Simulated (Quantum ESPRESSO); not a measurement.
## BAs in Quantum ESPRESSO: the effect of functional

The system is BAs.

```
CELL_PARAMETERS angstrom
0.00000 2.38850 2.38850
2.38850 0.00000 2.38850
2.38850 2.38850 0.00000
ATOMIC_POSITIONS crystal
As 0.75000 0.75000 0.75000
B 0.00000 0.00000 0.00000
```

Alike in all runs:

```yaml
Program: Quantum ESPRESSO 7.5
Cutoff: 612 eV
Density_cutoff: 4898 eV
k_mesh: 6 × 6 × 6, shifted
Occupations: fermi-dirac, width 0.05 eV
Spin: no spin polarisation
```

Each run relaxes the cell or the atoms first.

Problem. One run gave: relaxed volume 13.38 Å³/atom; dielectric constant 9.68 mean. Which functional did it use?
A. WC
B. PBE
C. LDA
D. vdW-DF-cx
E. BLYP

Solution. C.

| functional | potentials or basis | relaxed volume (Å³/atom) | dielectric constant (mean) |
| --- | --- | --- | --- |
| LDA | GBRV 1.5 LDA | 13.38 | 9.68 |
| PBE | GBRV 1.5 PBE | 13.99 | 9.88 |
| BLYP | GBRV 1.5 PBE | 14.59 | 9.84 |
| WC | GBRV 1.5 PBE | 13.67 | 9.90 |
| PW91 | GBRV 1.5 PBE | 13.99 | 9.86 |
| vdW-DF-cx | GBRV 1.5 PBE | 13.76 | 9.89 |

Caveats: the potentials were made for another functional, which shifts forces and pressure (some runs); before the sum rule the acoustic modes lie tens of cm⁻¹ from zero, a sign that the density grid also shifts the optical modes (some runs).

Not every run made on this cell is shown here.
